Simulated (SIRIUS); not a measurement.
# Rh (Fm-3m) in SIRIUS: equation of state

Aim: energy against volume of Rh in PBEsol, for its equilibrium volume and stiffness.

Program: SIRIUS, more than one build. These are calculated values, not measurements. Logs are shortened: lines on timing, memory, paths and dates and some standing lists are left out, and cuts for length are marked. The log counts tension as positive stress, the text compression.

**Experimental background.**

“Thermal equation of state of rhodium characterized by XRD in a resistively heated diamond anvil cell”, 2024, pmc:11535440 quotes, for a bulk crystal of Rh: bulk modulus 264 ± 1 GPa.

The results are compared with them further down.

## Step 1: The structure

Symmetry: Fm-3m, No. 225, cubic system. The conventional cell has a = 3.796 Å, b = 3.796 Å, c = 3.796 Å, α = 90.00°, β = 90.00°, γ = 90.00°. Rh (site symmetry m-3m) has 12 Rh at 2.68 Å as nearest neighbours.

## Step 2: Single point, PBEsol, 12.85 Å³/atom (volume scaled by 0.94)

File sirius.json:

```json
{
  "control": {
    "processing_unit": "cpu",
    "verbosity": 2,
    "num_bands_to_print": 16,
    "print_forces": true,
    "print_stress": true
  },
  "parameters": {
    "electronic_structure_method": "pseudopotential",
    "xc_functionals": ["XC_GGA_X_PBE_SOL", "XC_GGA_C_PBE_SOL"],
    "gk_cutoff": 9.4,
    "pw_cutoff": 18.8,
    "ngridk": [12, 12, 12],
    "shiftk": [0, 0, 0],
    "smearing": "fermi_dirac",
    "smearing_width": 0.0018374661,
    "num_bands": 16,
    "num_mag_dims": 0,
    "num_dft_iter": 100,
    "energy_tol": 1e-08,
    "density_tol": 1e-06
  },
  "iterative_solver": {
    "type": "davidson",
    "min_tolerance": 1e-10
  },
  "mixer": {
    "type": "anderson",
    "beta": 0.7,
    "max_history": 8
  },
  "settings": {
    "tol_ne": 1e-10,
    "pseudo_grid_cutoff": 6.5
  },
  "unit_cell": {
    "lattice_vectors": [
      [0.0, 3.513204004435, 3.513204004435],
      [3.513204004435, 0.0, 3.513204004435],
      [3.513204004435, 3.513204004435, 0.0]
    ],
    "atom_coordinate_units": "lattice",
    "atom_types": ["Rh"],
    "atom_files": {
      "Rh": "Rh.json"
    },
    "atoms": {
      "Rh": [
        [0.0, 0.0, 0.0]
      ]
    }
  }
}
```

Potentials or basis: PseudoDojo 0.4.1 PBEsol standard (scalar relativistic).

On the command line:

```bash
upf_to_json Rh.upf
OMP_NUM_THREADS=1 sirius.scf --input=sirius.json --output=out.json --task=0
```

Output:

```text
[info] SIRIUS version : 7.12.0
[info] number of MPI ranks           : 1
[info] MPI grid                      : 1 1
[info] maximum number of OMP threads : 1
[fft] FFT context for density and potential
[fft] =====================================
[fft]   comm size                             : 1
[fft]   plane wave cutoff                     : 18.8
[fft]   grid size                             : 32 32 32   total : 32768
[fft]   grid limits                           : -15 16   -15 16   -15 16
[fft]   number of G-vectors within the cutoff : 4861
[fft]   local number of G-vectors             : 4861
[fft]   number of G-shells                    : 295
[fft] FFT context for coarse grid
[fft] =====================================
[fft]   comm size                             : 1
[fft]   plane wave cutoff                     : 18.8
[fft]   grid size                             : 32 32 32   total : 32768
[fft]   grid limits                           : -15 16   -15 16   -15 16
[fft]   number of G-vectors within the cutoff : 4861
[fft]   local number of G-vectors             : 4861
[fft]   number of G-shells                    : 295
[unit cell] lattice vectors
[unit cell]   a1 :       0.0000000000      3.5132040044      3.5132040044
[unit cell]   a2 :       3.5132040044      0.0000000000      3.5132040044
[unit cell]   a3 :       3.5132040044      3.5132040044      0.0000000000
[unit cell] reciprocal lattice vectors
[unit cell]   b1 :      -0.8942243746      0.8942243746      0.8942243746
[unit cell]   b2 :       0.8942243746     -0.8942243746      0.8942243746
[unit cell]   b3 :       0.8942243746      0.8942243746     -0.8942243746
[unit cell] unit cell volume :        86.72416019 [a.u.^3]
[unit cell] 1/sqrt(omega)    :         0.10738162
[unit cell] MT volume        :         0.00000000 ( 0.00%)
[unit cell] IT volume        :        86.72416019 (100.00%)
[unit cell] number of atom types : 1
[unit cell] type id : 0 symbol : Rh mt_radius :  15.670000 num_atoms : 1
[unit cell] total number of atoms : 1
[unit cell] number of symmetry classes : 1
[unit cell] number of PAW atoms : 0
[unit cell] atom id  type id  class id             position                      vector_field
[unit cell] ------------------------------------------------------------------------------------------
[unit cell]      0        0        0      0.00000   0.00000   0.00000      0.00000   0.00000   0.00000
[unit cell] atom id         position (Cartesian, a.u.)
[unit cell] ---------------------------------------------
[unit cell]      0       0.000000    0.000000    0.000000
[unit cell] class id : 0 atom id : 0
[unit cell] minimum bond length:     4.968421
[unit cell] total number of pseudo wave-functions: 10
[sym] space group number   : 225
[sym] international symbol : Fm-3m
[sym] Hall symbol          : -F 4 2 3
[sym] space group transformation matrix :
[sym]   0.0000  0.5000  0.5000
[sym]   0.5000  0.0000  0.5000
[sym]   0.5000  0.5000  0.0000
[sym] space group origin shift :
[sym]   0.0000  0.0000  0.0000
[sym] number of space group operations  : 48
[sym] number of magnetic group operations : 48
[sym] metric tensor error: 0.0000e+00
[sym] rotation matrix error: 0.0000e+00
[sym] symmetry operations
[... list of symmetry operations ...]
[atom type] label          : Rh
[atom type] --------------------------------------------------------------------------------
[atom type] symbol         : Rh
[atom type] name           :
[... 166 lines left out ...]
[find] | SCF iteration   3 out of 100|
[diagonalize] iterative solver tolerance (occupied, empty): 0.00125 0.00125
[diagonalize] average number of iterations: 1.04167
[find] Total energy                   :    -117.21457340 (Ha),    -234.42914681 (Ry)
[find] Free energy (E-TS)             :    -117.21483996 (Ha),    -234.42967991 (Ry)
[find] band gap (eV)                  :       0.00000000
[find] Efermi                         :       0.90260242
[find] iteration : 3, RMS (target) : 1.7842e-03 (1.0000e-06) , energy difference (target) : -7.8607e-05 (1.0000e-08)
[find] | SCF iteration   4 out of 100|
[diagonalize] iterative solver tolerance (occupied, empty): 0.000178424 0.000178424
[diagonalize] average number of iterations: 1.88889
[find] Total energy                   :    -117.21457657 (Ha),    -234.42915314 (Ry)
[... 44 lines left out ...]
[find] | SCF iteration  10 out of 100|
[diagonalize] iterative solver tolerance (occupied, empty): 2.96667e-07 2.96667e-07
[diagonalize] average number of iterations: 1.20833
[find] Total energy                   :    -117.21457699 (Ha),    -234.42915398 (Ry)
[find] Free energy (E-TS)             :    -117.21484329 (Ha),    -234.42968658 (Ry)
[find] band gap (eV)                  :       0.00000000
[find] Efermi                         :       0.90282312
[find] iteration : 10, RMS (target) : 3.0118e-06 (1.0000e-06) , energy difference (target) : 3.9802e-10 (1.0000e-08)
[find] bands are converged : true
[find] iterative solver converged : false
[find] +------------------------------+
[find] | SCF iteration  11 out of 100|
[find] +------------------------------+
[diagonalize] iterative solver tolerance (occupied, empty): 1.48334e-07 1.48334e-07
[diagonalize] average number of iterations: 1.11111
[diagonalize] Lowest band energies
[diagonalize] ik:    0   -2.003959   -0.805357   -0.805357   -0.805357    0.587431    0.775219    0.775219    0.775219    0.861558    0.861558    1.491841    1.704572    1.704572    1.704572    1.920691    2.135103
[diagonalize] ik:    1   -2.003589   -0.807728   -0.805672   -0.805672    0.598268    0.770303    0.779532    0.779532    0.859136    0.859136    1.508109    1.652487    1.720900    1.720900    1.974051    2.086348
[diagonalize] ik:    2   -2.002575   -0.814141   -0.806531   -0.806531    0.626752    0.761713    0.788279    0.788279    0.856964    0.856964    1.544645    1.563907    1.766349    1.766349    1.936696    2.016824
[diagonalize] ik:    3   -2.001182   -0.822756   -0.807699   -0.807699    0.655262    0.770669    0.789965    0.789965    0.867769    0.867769    1.473578    1.559459    1.827423    1.827423    1.890527    1.914013
[diagonalize] ik:    4   -1.999782   -0.831212   -0.808859   -0.808859    0.661240    0.782664    0.782664    0.819704    0.892171    0.892171    1.379804    1.524368    1.798738    1.798738    1.917523    1.917523
[diagonalize] ...
[diagonalize] ik:   67   -1.996909   -0.832368   -0.821885   -0.816551    0.688659    0.702357    0.792877    0.876885    0.924695    1.119515    1.375193    1.375445    1.449333    1.813763    1.882487    2.039228
[diagonalize] ik:   68   -1.996656   -0.830462   -0.825243   -0.817085    0.694713    0.721536    0.773210    0.857901    0.933941    1.209576    1.275937    1.385356    1.425241    1.816315    1.907766    2.059852
[diagonalize] ik:   69   -1.996780   -0.829066   -0.826718   -0.816124    0.704538    0.741710    0.747019    0.852020    0.924436    1.187760    1.301741    1.362585    1.466639    1.814120    1.878596    2.120922
[diagonalize] ik:   70   -1.996535   -0.832651   -0.822827   -0.818104    0.679271    0.698202    0.809833    0.873844    0.942868    1.182173    1.346395    1.346473    1.394218    1.821444    1.956326    1.963155
[diagonalize] ik:   71   -1.996532   -0.827777   -0.827777   -0.818205    0.696036    0.746173    0.746173    0.851780    0.942904    1.272938    1.272938    1.338195    1.390541    1.878097    1.878097    2.042668
[find] Charges and magnetic moments
[find] --------------------------------------------------------------------------------
[find] total charge          : 17.000000
[find] Energy
[find] --------------------------------------------------------------------------------
[find] valence_eval_sum               :      -1.95976014
[find] <rho|V^{XC}>                   :     -15.71393574
[find] <rho|E^{XC}>                   :     -18.84220624
[find] <mag|B^{XC}>                   :       0.00000000
[find] <rho|V^{H}>                    :      35.67521018
[find] one-electron contribution      :     -21.92103459 (Ha),     -43.84206917 (Ry)
[find] hartree contribution           :      17.83760509
[find] xc contribution                :     -18.84220624
[find] ewald contribution             :     -94.28894093
[find] PAW contribution               :       0.00000000
[find] smearing (-TS)                 :      -0.00026630
[find] SCF correction                 :      -0.00000033
[find] Total energy                   :    -117.21457699 (Ha),    -234.42915398 (Ry)
[find] Free energy (E-TS)             :    -117.21484329 (Ha),    -234.42968658 (Ry)
[find] band gap (eV)                  :       0.00000000
[find] Efermi                         :       0.90282278
[find] iteration : 11, RMS (target) : 2.9470e-07 (1.0000e-06) , energy difference (target) : 5.2344e-10 (1.0000e-08)
[find] bands are converged : true
[find] iterative solver converged : false
[find] converged after 12 SCF iterations!
[find] Charges and magnetic moments
[find] --------------------------------------------------------------------------------
[find] total charge          : 17.000000
[find] Energy
[find] --------------------------------------------------------------------------------
[find] valence_eval_sum               :      -1.95976014
[find] <rho|V^{XC}>                   :     -15.71393574
[find] <rho|E^{XC}>                   :     -18.84220624
[find] <mag|B^{XC}>                   :       0.00000000
[find] <rho|V^{H}>                    :      35.67521018
[find] one-electron contribution      :     -21.92103459 (Ha),     -43.84206917 (Ry)
[find] hartree contribution           :      17.83760509
[find] xc contribution                :     -18.84220624
[find] ewald contribution             :     -94.28894093
[find] PAW contribution               :       0.00000000
[find] smearing (-TS)                 :      -0.00026630
[find] SCF correction                 :      -0.00000033
[find] Total energy                   :    -117.21457699 (Ha),    -234.42915398 (Ry)
[find] Free energy (E-TS)             :    -117.21484329 (Ha),    -234.42968658 (Ry)
[find] band gap (eV)                  :       0.00000000
[find] Efermi                         :       0.90282278
[ground_state] === stress tensor components [kbar] ===
[ground_state] === stress_kin ===
[ground_state] -87727.908266    0.000000    0.000000
[ground_state]     0.000000-87727.908266    0.000000
[ground_state]     0.000000    0.000000-87727.908266
[ground_state] === stress_har ===
[ground_state] -20171.249108    0.000000    0.000000
[ground_state]     0.000000-20171.249108   -0.000000
[ground_state]     0.000000   -0.000000-20171.249108
[ground_state] === stress_ewald ===
[ground_state] 106624.499528    0.000000    0.000000
[ground_state]     0.000000106624.499528    0.000000
[ground_state]     0.000000    0.000000106624.499528
[ground_state] === stress_vloc ===
[ground_state] 17713.345327    0.000000    0.000000
[ground_state]     0.00000017713.345327   -0.000000
[ground_state]     0.000000   -0.00000017713.345327
[ground_state] === stress_xc ===
[ground_state] -10431.045491    0.000000    0.000000
[ground_state]     0.000000-10431.045491    0.000000
[ground_state]     0.000000    0.000000-10431.045491
[ground_state] === stress_core ===
[ground_state] 26672.100388    0.000000    0.000000
[ground_state]     0.00000026672.100388    0.000000
[ground_state]     0.000000    0.00000026672.100388
[ground_state] === stress_nonloc ===
[ground_state] -32849.005749    0.000000   -0.000000
[ground_state]     0.000000-32849.005749    0.000000
[ground_state]    -0.000000    0.000000-32849.005749
[ground_state] === stress_us_nl ===
[ground_state] -32849.005749    0.000000   -0.000000
[ground_state]     0.000000-32849.005749    0.000000
[ground_state]    -0.000000    0.000000-32849.005749
[ground_state] === stress_total ===
[ground_state]  -169.263372    0.000000    0.000000
[ground_state]     0.000000 -169.263372    0.000000
[ground_state]     0.000000    0.000000 -169.263372
[ground_state] ==== total Forces in Ha/bohr =====
[ground_state] atom:    0, force:       0.0000000      0.0000000      0.0000000
[... 8 lines left out ...]
[ground_state] ==== Ewald forces from ions =====
[ground_state] atom:    0, force:       0.0000000      0.0000000      0.0000000
[~DFT_ground_state] local op. applied: 29955
[~DFT_ground_state] evp. work count: 7852.86
[~DFT_ground_state] number of iterative solver steps: 1516
```

Wall time 17 s (1 thread of AMD EPYC 7R43 (Zen 3), shared host); peak memory 0.18 GiB.

Results:

| Property | Result |
| --- | --- |
| Free energy | -3189.5784 eV |
| Pressure | 16.9 GPa |
| Band gap on the k mesh | none (metal or under the smearing width) |

(Continued in part 2 of 2.)
